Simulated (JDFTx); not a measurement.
**SiC (Moissanite 3C) under changes of volume**

One of the cells (10.346 Å³/atom); the others are scaled copies at fixed shape and fractional positions:

```
Si C
1.0
     0.00000    2.17900    2.17900
     2.17900    0.00000    2.17900
     2.17900    2.17900    0.00000
Si C
1 1
Direct
  0.00000 0.00000 0.00000
  0.75000 0.75000 0.75000
```

| Quantity | Value |
| --- | --- |
| Program | JDFTx 1.7.0 (patched build) |
| Functional | PBE |
| Potentials or basis | PseudoDojo-SR-PBE-0.5-standard |
| Cutoff | 1116 eV |
| Density cutoff | 4463 eV |
| k mesh | 10 × 10 × 10 |
| Occupations | fermi-dirac, width 0.05 eV |
| Spin | no spin polarisation |

```tsv
volume (Å³/atom)	energy over the lowest point (meV/atom)	pressure (GPa)	gap on the mesh (eV)
9.725	42.99	18.8	1.30
9.932	22.32	13.1	1.32
10.139	?	?	?
10.346	1.44	3.2	1.36
10.553	0.00	-1.1	1.38
10.760	3.83	-4.9	1.40
10.967	12.43	-8.5	1.41
```

**Question.** What does the run at 10.139 Å³/atom give?

**Answer.** Energy over the lowest point 8.68 meV/atom; pressure 7.9 GPa; gap on the mesh 1.34 eV.

Worked out: A Birch-Murnaghan fit of order 3 (a polynomial in V^(-2/3)) to the other rows has its minimum at 10.50 Å³/atom with B0 = V·E''(V) = 211 GPa and B' = 3.9. It gives 8.69 meV/atom at 10.139 Å³/atom, against the run's 8.68, and -dE/dV = 8.0 GPa, against 7.9. A straight line through the other rows of the gap, of slope 0.945 eV per unit of ln V, gives 1.34 eV, against the run's 1.34.

Energies are extrapolated to zero smearing.

Caveats: the empty levels aren't tightly converged.

A mesh can miss the band edges.
